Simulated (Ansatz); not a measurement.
# An added Cl started as a split pair with a Cl atom in rocksalt NaCl, 65 atoms, charge +1

All numbers come from Ansatz (PAW, plane waves, no spin–orbit coupling) at the single k point (¼, ¼, ¼) without its symmetry partners. The atoms were relaxed with PBEsol in a fixed cell; other functionals are single points on those atoms unless said otherwise. The valence top and gap of the host come from its small cell on a dense mesh, with the band extrema sought between the mesh points, lined up by the mean potential, PBEsol gap 5.01 eV. The charge correction uses an assumed dielectric constant of 5.9.

Relaxed structure:

```cif
data_structure
_symmetry_space_group_name_H-M 'P 1'
_symmetry_Int_Tables_number 1
_cell_length_a 11.2000
_cell_length_b 11.2000
_cell_length_c 11.2000
_cell_angle_alpha 90.000
_cell_angle_beta 90.000
_cell_angle_gamma 90.000
_cell_volume 1404.93
loop_
_atom_site_label
_atom_site_type_symbol
_atom_site_fract_x
_atom_site_fract_y
_atom_site_fract_z
_atom_site_occupancy
Cl1 Cl 0.24971 0.99973 0.00035 1
Cl2 Cl 0.24968 0.99977 0.50034 1
Cl3 Cl 0.24971 0.49973 0.00040 1
Cl4 Cl 0.18216 0.43223 0.50061 1
Cl5 Cl 0.74970 0.99971 0.00032 1
Cl6 Cl 0.74968 0.99971 0.50036 1
Cl7 Cl 0.74970 0.49972 0.00036 1
Cl8 Cl 0.74969 0.49971 0.50034 1
Cl9 Cl 0.00247 0.25255 0.00048 1
Cl10 Cl 0.01286 0.26291 0.50060 1
Cl11 Cl 0.99695 0.75251 0.00034 1
Cl12 Cl 0.99060 0.75890 0.50033 1
Cl13 Cl 0.50245 0.24693 0.00038 1
Cl14 Cl 0.50878 0.24055 0.50040 1
Cl15 Cl 0.49693 0.74691 0.00023 1
Cl16 Cl 0.48656 0.73646 0.50011 1
Cl17 Cl 0.00023 0.00411 0.25281 1
Cl18 Cl 0.00017 0.00401 0.74795 1
Cl19 Cl 0.99944 0.50456 0.25168 1
Cl20 Cl 0.99923 0.50447 0.74922 1
Cl21 Cl 0.49924 0.99543 0.25275 1
Cl22 Cl 0.49915 0.99533 0.74786 1
Cl23 Cl 0.50021 0.49498 0.25150 1
Cl24 Cl 0.49994 0.49491 0.74908 1
Cl25 Cl 0.25447 0.24944 0.25168 1
Cl26 Cl 0.25436 0.24926 0.74924 1
Cl27 Cl 0.24502 0.75022 0.25151 1
Cl28 Cl 0.24493 0.74998 0.74904 1
Cl29 Cl 0.75403 0.25024 0.25282 1
Cl30 Cl 0.75393 0.25020 0.74799 1
Cl31 Cl 0.74544 0.74925 0.25274 1
Cl32 Cl 0.74533 0.74916 0.74784 1
Cl33 Cl 0.31732 0.56734 0.50001 1
Na1 Na 0.99933 0.00250 0.00039 1
Na2 Na 0.99678 0.00572 0.50037 1
Na3 Na 0.99841 0.50281 0.00043 1
Na4 Na 0.97198 0.52373 0.50045 1
Na5 Na 0.50007 0.99696 0.00031 1
Na6 Na 0.50259 0.99374 0.50029 1
Na7 Na 0.50100 0.49663 0.00034 1
Na8 Na 0.52741 0.47570 0.50038 1
Na9 Na 0.25273 0.24844 0.00044 1
Na10 Na 0.27360 0.22206 0.50048 1
Na11 Na 0.24666 0.75101 0.00031 1
Na12 Na 0.22579 0.77748 0.50035 1
Na13 Na 0.75242 0.24936 0.00041 1
Na14 Na 0.75563 0.24680 0.50040 1
Na15 Na 0.74699 0.75008 0.00030 1
Na16 Na 0.74382 0.75261 0.50028 1
Na17 Na 0.24973 0.99979 0.24592 1
Na18 Na 0.24965 0.99966 0.75481 1
Na19 Na 0.24983 0.49983 0.23987 1
Na20 Na 0.24959 0.49961 0.76094 1
Na21 Na 0.74973 0.99975 0.24919 1
Na22 Na 0.74967 0.99969 0.75147 1
Na23 Na 0.74977 0.49974 0.24592 1
Na24 Na 0.74964 0.49968 0.75482 1
Na25 Na 0.00366 0.25374 0.24651 1
Na26 Na 0.00356 0.25365 0.75448 1
Na27 Na 0.99502 0.75454 0.24667 1
Na28 Na 0.99491 0.75447 0.75403 1
Na29 Na 0.50445 0.24499 0.24671 1
Na30 Na 0.50437 0.24490 0.75407 1
Na31 Na 0.49582 0.74579 0.24621 1
Na32 Na 0.49572 0.74570 0.75424 1
```

Chemical potentials μ are those of reference phases of the elements at zero temperature by the same functional (the usual solids, diamond for C, grey Sn, and the molecules H2, N2, O2, F2, Cl2, Br2 and S8).

```
functional  E(defect) − E(host) − Σ nμ + q·E_VBM (eV)  monopole (eV)  alignment (eV)  formation energy at E_F = VBM (eV)  moment (μB)              wall time, shared host
    PBEsol                                      -0.01           0.31            0.05                                0.35  0 (no spin)  4.3 s on NVIDIA GB200 (relaxation)
```

(1) How does the monopole term follow by hand for this cubic cell?

All elements are taken at their own reference at once; growth conditions in equilibrium with the host shift these energies, by up to the host's formation enthalpy.

One k point and a cell of this size can leave errors of several tenths of an eV in such numbers.

Results:

(1) q²·α·e²/(4πε₀)/(2εL) with the Madelung constant α = 2.837 and e²/4πε₀ = 14.40 eV·Å: 1 × 2.837 × 14.40 / (2 × 5.9 × 11.200) = 0.31 eV.
